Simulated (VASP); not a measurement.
# CdSe (F-43m) in VASP: further runs

Runs on CdSe. Level: PBE. Tasks: single point.

Program: VASP 6.6.1. These are calculated values, not measurements. Logs are shortened: lines on timing, memory, paths and dates and some standing lists are left out, and cuts for length are marked.

## (1) Starting point

It takes space group F-43m (No. 216, cubic). The conventional cell has a = 6.141 Å, b = 6.141 Å, c = 6.141 Å, α = 90.00°, β = 90.00°, γ = 90.00°. Cd (site symmetry -43m) is surrounded by 4 Se at 2.66 Å. Se (site symmetry -43m) has 4 Cd at 2.66 Å as nearest neighbours.

Measurements of this composition are mostly on another form, of space group No. 186.

## (2) Single point, PBE

Contents of INCAR:

```
  PREC = Accurate
  ENCUT = 500
  EDIFF = 1E-7
  ISMEAR = 0
  SIGMA = 0.02
  LREAL = F
  LASPH = T
  NELM = 60
  ALGO = Normal
  ISIF = 2
  LWAVE = F
  LCHARG = F
  GGA = PE
  NBANDS = 16
```

Contents of KPOINTS:

```
regular mesh
0
Gamma
  4 4 4
```

Contents of POSCAR:

```
CdSe
1.0
    0.0000000000      3.0702711986      3.0702711986
    3.0702711986      0.0000000000      3.0702711986
    3.0702711986      3.0702711986      0.0000000000
Cd Se
1 1
Direct
    0.0000000000      0.0000000000      0.0000000000
    0.2500000000      0.2500000000      0.2500000000
```

Potentials or basis: VASP PAW PBE potentials, release 64 (Cd_GW, Se_GW).

Run with:

```
$ cat potpaw_PBE.64/Cd_GW/POTCAR potpaw_PBE.64/Se_GW/POTCAR > POTCAR
$ mpirun -np 1 vasp_std > vasp.out
```

OUTCAR:

```text
PREC = Accurate
   ENCUT = 500
   EDIFF = 1E-7
   ISMEAR = 0
   LREAL = F
   LASPH = T
   NELM = 60
   ISIF = 2
   GGA = PE

 ion  position               nearest neighbor table
   1  0.000  0.000  0.000-   2 2.66   2 2.66   2 2.66   2 2.66
   2  0.250  0.250  0.250-   1 2.66   1 2.66   1 2.66   1 2.66

  LATTYP: Found a face centered cubic cell.
 ALAT       =     6.1405423972

  Lattice vectors:

 A1 = (   0.0000000000,   3.0702711986,   3.0702711986)
 A2 = (   3.0702711986,   0.0000000000,   3.0702711986)
 A3 = (   3.0702711986,   3.0702711986,   0.0000000000)

Analysis of symmetry for initial positions (statically):
=====================================================================
 Subroutine PRICEL returns:
 Original cell was already a primitive cell.

 Routine SETGRP: Setting up the symmetry group for a
 face centered cubic supercell.

 Subroutine GETGRP returns: Found 24 space group operations
 (whereof 24 operations were pure point group operations)
 out of a pool of 48 trial point group operations.

The static configuration has the point symmetry T_d .

Analysis of symmetry for dynamics (positions and initial velocities):
=====================================================================
 Subroutine PRICEL returns:
 Original cell was already a primitive cell.

 Routine SETGRP: Setting up the symmetry group for a
 face centered cubic supercell.

 Subroutine GETGRP returns: Found 24 space group operations
 (whereof 24 operations were pure point group operations)
 out of a pool of 48 trial point group operations.

The dynamic configuration has the point symmetry T_d .

 Subroutine INISYM returns: Found 24 space group operations
 (whereof 24 operations are pure point group operations),
 and found     1 'primitive' translations

----------------------------------------------------------------------------------------

                                     Primitive cell

  volume of cell :      57.8842

  direct lattice vectors                    reciprocal lattice vectors
     0.000000000  3.070271199  3.070271199    -0.162852063  0.162852063  0.162852063
     3.070271199  0.000000000  3.070271199     0.162852063 -0.162852063  0.162852063
     3.070271199  3.070271199  0.000000000     0.162852063  0.162852063 -0.162852063

  length of vectors
     4.342019169  4.342019169  4.342019169     0.282068048  0.282068048  0.282068048

  position of ions in fractional coordinates (direct lattice)
     0.000000000  0.000000000  0.000000000
     0.250000000  0.250000000  0.250000000

  ion indices of the primitive-cell ions
   primitive index   ion index
                 1           1
                 2           2

----------------------------------------------------------------------------------------

 KPOINTS: regular mesh

Automatic generation of k-mesh.
 Grid dimensions read from file:
 generate k-points for:    4    4    4

 Generating k-lattice:

  Cartesian coordinates                     Fractional coordinates (reciprocal lattice)
    -0.040713016  0.040713016  0.040713016     0.250000000  0.000000000  0.000000000
     0.040713016 -0.040713016  0.040713016     0.000000000  0.250000000  0.000000000
     0.040713016  0.040713016 -0.040713016     0.000000000  0.000000000  0.250000000

  Length of vectors
     0.070517012  0.070517012  0.070517012

  Shift w.r.t. Gamma in fractional coordinates (k-lattice)
     0.000000000  0.000000000  0.000000000

 Subroutine IBZKPT returns following result:
 ===========================================

 Found      8 irreducible k-points:

 Following reciprocal coordinates:
            Coordinates               Weight
  0.000000  0.000000  0.000000      1.000000
  0.250000  0.000000  0.000000      8.000000
  0.500000  0.000000  0.000000      4.000000
  0.250000  0.250000  0.000000      6.000000
  0.500000  0.250000  0.000000     24.000000
 -0.250000  0.250000  0.000000     12.000000
  0.500000  0.500000  0.000000      3.000000
 -0.250000  0.500000  0.250000      6.000000
   k-points           NKPTS =      8   k-points in BZ     NKDIM =      8   number of bands    NBANDS=     16
   number of dos      NEDOS =    301   number of ions     NIONS =      2
   total plane-waves  NPLWV =  32768
   dimension x,y,z NGX =    32 NGY =   32 NGZ =   32
   dimension x,y,z NGXF=    64 NGYF=   64 NGZF=   64
   ions per type =               1   1
   NGX,Y,Z   is equivalent  to a cutoff of  12.25, 12.25, 12.25 a.u.
   NGXF,Y,Z  is equivalent  to a cutoff of  24.50, 24.50, 24.50 a.u.
 SYSTEM =  unknown system
   PREC   = accura    normal or accurate (medium, high low for compatibility)
   ISTART =      0    job   : 0-new  1-cont  2-samecut
   ICHARG =      2    charge: 1-file 2-atom 10-const
   ISPIN  =      1    spin polarized calculation?
   LNONCOLLINEAR =      F non collinear calculations
   LSORBIT =      F    spin-orbit coupling
   LASPH  =      T    aspherical Exc in radial PAW
   ENCUT  =  500.0 eV  36.75 Ry    6.06 a.u.   7.92  7.92  7.92*2*pi/ulx,y,z
   NELM   =     60;   NELMIN=  2; NELMDL= -5     # of ELM steps
   EDIFF  = 0.1E-06   stopping-criterion for ELM
   LREAL  =      F    real-space projection
[... 7 lines left out ...]
   TEBEG  =    0.0;   TEEND  =   0.0 temperature during run
   PSTRESS=    0.0 pullay stress
   NELECT =      18.0000    total number of electrons
   NUPDOWN=      -1.0000    fix difference up-down
   EMIN   =  10.00;   EMAX   =-10.00  energy-range for DOS
   EFERMI =   0.00;   METHOD = LEGACY
   ISMEAR =     0;   SIGMA  =   0.02  broadening in eV -4-tet -1-fermi 0-gaus
   EFERMI_NEDOS =   21; number of points for ismear=-14 and -15
   IALGO  =     38    algorithm
   IMIX   =      4    mixing-type and parameters
     AMIX     =   0.40;   BMIX     =  1.00
     AMIX_MAG =   1.60;   BMIX_MAG =  1.00
  volume/ion in A,a.u.               =      28.94       195.31
  Fermi-wavevector in a.u.,A,eV,Ry     =   1.109121  2.095935 16.737199  1.230149
  Thomas-Fermi vector in A             =   2.245657
   LORBIT       =      0    0 simple, 1 ext, 2 COOP (PROOUT), +10 PAW based schemes
   GGA     = PE    functional components
   LHFCALC =     F    Hartree Fock is set to
   AEXX    =    0.0000 exact exchange contribution
   IVDW    =     0    specifies the selected vdW correction
   LEPSILON=     F    determine dielectric tensor
   LRPA    =     F    only Hartree local field effects (RPA)
 non-spin polarized calculation
 Gauss-broadening in eV      SIGMA  =   0.02
  energy-cutoff  :      500.00
  volume of cell :       57.88
 maximum number of plane-waves:      1480
   NGX = 15   NGY = 15   NGZ = 15

 number of electron      17.9999996 magnetization

 Free energy of the ion-electron system (eV)
  ---------------------------------------------------
  ext. energy  EPLUGINS =         0.00000000
  ---------------------------------------------------
  free energy    TOTEN  =        -5.47647210 eV

  energy without entropy =       -5.47647210  energy(sigma->0) =       -5.47647210

 E-fermi :   1.9950     XC(G=0):  -8.7550

 val. band max:        1.8837938014   @ k =   0.0000   0.0000   0.0000
 cond. band min:       2.4090339851   @ k =   0.0000   0.0000   0.0000
 fundamental gap:      0.5252401837
 Fermi energy:         1.9949906146

 k-point     1 :       0.0000    0.0000    0.0000
  band No.  band energies     occupation
      1     -10.5447      2.00000
      2      -5.9865      2.00000
      3      -5.9865      2.00000
      4      -5.9865      2.00000
      5      -5.6449      2.00000
      6      -5.6449      2.00000
      7       1.8838      2.00000
      8       1.8838      2.00000
      9       1.8838      2.00000
     10       2.4090      0.00000
     11       7.7987      0.00000
     12       7.7987      0.00000
     13       7.7987      0.00000
     14      11.5349      0.00000
     15      12.9100      0.00000
     16      12.9100      0.00000

 k-point     2 :       0.2500    0.0000    0.0000
  band No.  band energies     occupation
      1     -10.3709      2.00000
      2      -5.9362      2.00000
      3      -5.9362      2.00000
      4      -5.7849      2.00000
      5      -5.6428      2.00000
      6      -5.6428      2.00000
      7      -0.7171      2.00000
      8       1.5027      2.00000
      9       1.5027      2.00000
     10       4.1084      0.00000
     11       7.7809      0.00000
     12       8.3018      0.00000
     13       8.3018      0.00000
     14      11.9011      0.00000
     15      11.9011      0.00000
     16      11.9301      0.00000

 k-point     3 :       0.5000    0.0000    0.0000
  band No.  band energies     occupation
      1     -10.1944      2.00000
      2      -5.9001      2.00000
      3      -5.9001      2.00000
      4      -5.6231      2.00000
      5      -5.6231      2.00000
      6      -5.3689      2.00000
      7      -2.3472      2.00000
      8       1.1732      2.00000
      9       1.1732      2.00000
     10       4.2196      0.00000
     11       8.3049      0.00000
     12       8.3049      0.00000
     13       9.1986      0.00000
     14      11.8083      0.00000
     15      13.8483      0.00000
     16      13.8483      0.00000

 k-point     4 :       0.2500    0.2500    0.0000
  band No.  band energies     occupation
      1     -10.3142      2.00000
      2      -5.8752      2.00000
      3      -5.8752      2.00000
      4      -5.8311      2.00000
      5      -5.6491      2.00000
      6      -5.6181      2.00000
      7      -0.6356      2.00000
      8       0.9040      2.00000
      9       0.9040      2.00000
     10       5.0931      0.00000
     11       6.0997      0.00000
     12       9.4438      0.00000
     13       9.4438      0.00000
     14       9.7235      0.00000
     15      13.3743      0.00000
     16      14.9106      0.00000

 k-point     5 :       0.5000    0.2500    0.0000
  band No.  band energies     occupation
      1     -10.1406      2.00000
      2      -5.8573      2.00000
      3      -5.8213      2.00000
      4      -5.7018      2.00000
      5      -5.6132      2.00000
      6      -5.3360      2.00000
      7      -1.9416      2.00000
      8      -0.0269      2.00000
      9       0.6093      2.00000
     10       5.5389      0.00000
     11       6.9794      0.00000
     12       8.9499      0.00000
     13       9.7381      0.00000
     14      11.6200      0.00000
     15      14.0829      0.00000
     16      14.7457      0.00000

 k-point     6 :      -0.2500    0.2500    0.0000
  band No.  band energies     occupation
      1     -10.1976      2.00000
      2      -5.8754      2.00000
      3      -5.8718      2.00000
      4      -5.6559      2.00000
      5      -5.6529      2.00000
      6      -5.4455      2.00000
      7      -1.6258      2.00000
      8      -0.0797      2.00000
      9       1.1503      2.00000
     10       5.5465      0.00000
     11       7.7368      0.00000
     12       8.1475      0.00000
     13       8.9508      0.00000
     14      11.4853      0.00000
     15      13.0117      0.00000
     16      14.7985      0.00000

 k-point     7 :       0.5000    0.5000    0.0000
  band No.  band energies     occupation
      1     -10.0841      2.00000
      2      -5.8065      2.00000
      3      -5.7476      2.00000
      4      -5.7476      2.00000
      5      -5.5911      2.00000
      6      -5.3066      2.00000
      7      -2.0781      2.00000
      8       0.1241      2.00000
      9       0.1241      2.00000
     10       5.0608      0.00000
     11       5.6009      0.00000
     12      10.8354      0.00000
     13      11.9127      0.00000
     14      11.9127      0.00000
     15      14.0738      0.00000
     16      15.0508      0.00000

 k-point     8 :      -0.2500    0.5000    0.2500
  band No.  band energies     occupation
      1     -10.0849      2.00000
      2      -5.8137      2.00000
      3      -5.8113      2.00000
      4      -5.6758      2.00000
      5      -5.6396      2.00000
      6      -5.1938      2.00000
      7      -1.9787      2.00000
      8      -0.2469      2.00000
      9      -0.2099      2.00000
     10       6.7783      0.00000
     11       7.0887      0.00000
     12       8.2752      0.00000
     13       9.4719      0.00000
     14      12.1975      0.00000
     15      14.3706      0.00000
     16      14.7053      0.00000

------------------------ aborting loop because EDIFF is reached ----------------------------------------

  FORCE on cell =-STRESS in cart. coord.  units (eV):
  Direction    XX          YY          ZZ          XY          YZ          ZX
  --------------------------------------------------------------------------------------
  -------------------------------------------------------------------------------------
  Total        0.5239108      0.5239108      0.5239108      0.0000000      0.0000000     -0.0000000
  in kB       14.5013266     14.5013266     14.5013266      0.0000000      0.0000000     -0.0000000
  external PRESSURE =      14.5013266 kB  Pullay stress =       0.0000000 kB

 VOLUME and BASIS-vectors are now :
 -----------------------------------------------------------------------------
  energy-cutoff  :      500.00
  volume of cell :       57.88
      direct lattice vectors                 reciprocal lattice vectors
     0.000000000  3.070271199  3.070271199    -0.162852063  0.162852063  0.162852063
     3.070271199  0.000000000  3.070271199     0.162852063 -0.162852063  0.162852063
     3.070271199  3.070271199  0.000000000     0.162852063  0.162852063 -0.162852063

 POSITION                                       TOTAL-FORCE (eV/Angst)
 -----------------------------------------------------------------------------------
      0.00000      0.00000      0.00000         0.000000      0.000000      0.000000
      1.53514      1.53514      1.53514        -0.000000     -0.000000     -0.000000
 -----------------------------------------------------------------------------------
    total drift:                                0.000000      0.000000      0.000000

  FREE ENERGIE OF THE ION-ELECTRON SYSTEM (eV)
  ---------------------------------------------------
  free  energy   TOTEN  =        -5.4764721003 eV

  energy  without entropy=       -5.4764721003  energy(sigma->0) =       -5.47647210
```

It took 6.4 s on 1 thread of Intel Xeon 6975P-C (Granite Rapids), shared host; peak memory 0.18 GiB.

What came out:

```yaml
Free_energy: -5.4765 eV
Pressure: 1.5 GPa
Band_gap_on_the_k_mesh: 0.53 eV, direct
```

Levels at points of the mesh, in eV from the valence-band top:
```
           k point  band 7  band 8  band 9  band 10  band 11  band 12
(0.00, 0.00, 0.00)    0.00    0.00    0.00     0.53     5.91     5.91
(0.50, 0.00, 0.00)   -4.23   -0.71   -0.71     2.34     6.42     6.42
(0.50, 0.50, 0.00)   -3.96   -1.76   -1.76     3.18     3.72     8.95
```

Caveat: the k mesh is coarse (spacing up to 0.44 Å⁻¹), so the values aren't converged.

## (3) Single point, PBE

Contents of INCAR:

```
ALGO     = Normal         # electronic algorithm
EDIFF    = 1E-6           # SCF threshold, eV
ENCUT    = 520            # plane-wave cutoff, eV
GGA      = PE             # functional
ISIF     = 2              # what is computed and relaxed
ISMEAR   = 0              # smearing method
LASPH    = T              # aspherical terms in the spheres
LCHARG   = F              # write CHGCAR
LREAL    = F              # projectors in reciprocal space
LWAVE    = F              # write WAVECAR
NELM     = 80             # most SCF steps
PREC     = Accurate       # precision mode
SIGMA    = 0.03           # smearing width, eV
```

Contents of KPOINTS:

```
k-points
0
Gamma
  8 8 8
```

POSCAR is that of step 2.

Potentials or basis: VASP PAW PBE potentials, release 64 (Cd, Se).

Run with:

```
$ cat potpaw_PBE.64/Cd/POTCAR potpaw_PBE.64/Se/POTCAR > POTCAR
$ mpirun -np 1 vasp_std > vasp.out
```

It took 15 s on 1 thread of Intel Xeon Platinum 8375C at 2.90GHz (Ice Lake), shared host; peak memory 0.15 GiB.

It converged, with:

- Free energy: -5.4905 eV
- Pressure: 1.6 GPa
- Band gap on the k mesh: 0.55 eV, direct

Levels at points of the mesh, in eV from the valence-band top:
```tsv
k point	band 7	band 8	band 9	band 10	band 11	band 12
(0.00, 0.00, 0.00)	0.00	0.00	0.00	0.55	5.93	5.93
(0.50, 0.00, 0.00)	-4.22	-0.71	-0.71	2.36	6.44	6.44
(0.50, 0.50, 0.00)	-3.95	-1.76	-1.76	3.19	3.73	8.98
```

## (4) For comparison

An earlier run on the cell as given: functional PBEsol; potentials or basis VASP PAW PBE potentials, release 64 (Cd, Se); cutoff 520 eV; k mesh 8 × 8 × 8; occupations fermi-dirac, width 0.05 eV; no spin polarisation.

* Pressure: -1.1 GPa
* Band gap on the k mesh: 0.43 eV, direct

## (5) The runs side by side

```tsv
level	potentials or basis	k mesh	cutoff (eV)	smearing	ladder	mesh quality	gap on the mesh (eV)	pressure (GPa)
PBE	VASP PAW PBE potentials, release 64 (Cd_GW, Se_GW)	4 × 4 × 4	500	gaussian 0.02 eV	-	coarse	0.53	1.5
PBE	VASP PAW PBE potentials, release 64 (Cd, Se)	8 × 8 × 8	520	gaussian 0.03 eV	-	not flagged	0.55	1.6
PBEsol	VASP PAW PBE potentials, release 64 (Cd, Se)	8 × 8 × 8	520	fermi-dirac 0.05 eV	free	not flagged	0.43	-1.1
```

Alike in all rows: task single point; no spin polarisation; cell as given.

Caveats: some runs use coarse meshes; the PAW data sets were made with another functional, which shifts forces and pressure a little (some runs).

Total energies depend on the potentials used, so only differences within one code and one set of settings carry meaning.
